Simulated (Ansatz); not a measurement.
# C4H10O: which of these isomers lies lowest?

2 of its isomers, all singlets with charge 0: A = diethyl ether `CCOCC`; B = 1-butanol `CCCCO`.

Shapes, held fixed at every level: PBE0-D4/def2-TZVP. Flexible molecules stand in one conformer, not always the lowest. Programs: Ansatz 0.2.0.

A:

```xyz
15

C    -0.1396    1.5662   -1.7429
C     0.2659    0.3981   -0.8801
O    -0.8086    0.0746   -0.0329
C    -0.6099   -1.0881    0.7345
C     0.3636   -0.9065    1.8828
H    -0.3857    2.4313   -1.1239
H     0.6749    1.8437   -2.4158
H    -1.0163    1.3146   -2.3427
H     1.1626    0.6537   -0.2977
H     0.5219   -0.4732   -1.5040
H    -1.5959   -1.3545    1.1236
H    -0.2798   -1.9125    0.0835
H     0.0473   -0.0797    2.5226
H     1.3779   -0.7029    1.5334
H     0.3998   -1.8155    2.4887
```

B:

```xyz
15

C    -2.1392    0.1896    0.1177
C    -0.8052   -0.0435   -0.5699
C     0.3796    0.1087    0.3701
C     1.7093   -0.1361   -0.3142
O     2.8191    0.0591    0.5369
H    -2.2904   -0.5211    0.9351
H    -2.9742    0.0784   -0.5777
H    -2.1920    1.1955    0.5431
H    -0.7910   -1.0456   -1.0140
H    -0.6947    0.6585   -1.4043
H     0.2710   -0.5935    1.2080
H     0.3882    1.1137    0.8061
H     1.8414    0.5711   -1.1378
H     1.7230   -1.1453   -0.7524
H     2.7336   -0.5401    1.2827
```

Enthalpies at 298 K in kJ/mol, with harmonic thermal terms from PBE0-D4/def2-TZVP. Measured gas-phase heats of formation: A CRC Handbook of Chemistry and Physics; B CRC Handbook of Chemistry and Physics.

Task: From chemical knowledge, estimate the order of stability.

Result: B < A in rising energy, over a span of 23 kJ/mol, by experiment. All levels agree on that. A flexible isomer may stand in a higher conformer, which biases the errors below by several kJ/mol. Absolute errors: SPW92/def2-TZVPP 0.1; BHLYP-D4/def2-TZVPP 0.7; PBE-D4/def2-TZVPP 1.1; HF/def2-TZVPP 1.9; wB97M-V/def2-TZVPP 3.0; r2SCAN0-D4/def2-TZVPP 3.2; CCSD/def2-TZVPP 4.9; CCSD(T)/CBS estimate 6.8 kJ/mol. The CBS estimate extrapolates MP2 from def2-TZVPP and def2-QZVPP and adds CCSD(T) − MP2 in the triple-zeta set, cores frozen.

```csv
level,kind,B − A
HF/def2-TZVPP,Hartree–Fock,-20.9
SPW92/def2-TZVPP,LDA,-22.9
PBE-D4/def2-TZVPP,GGA,-23.9
BHLYP-D4/def2-TZVPP,global hybrid,-22.1
r2SCAN0-D4/def2-TZVPP,global hybrid,-26.0
wB97M-V/def2-TZVPP,range-separated hybrid,-25.8
CCSD/def2-TZVPP,coupled cluster or CI,-27.7
CCSD(T)/CBS estimate,coupled cluster or CI,-29.6
measured,experiment,-22.8
```
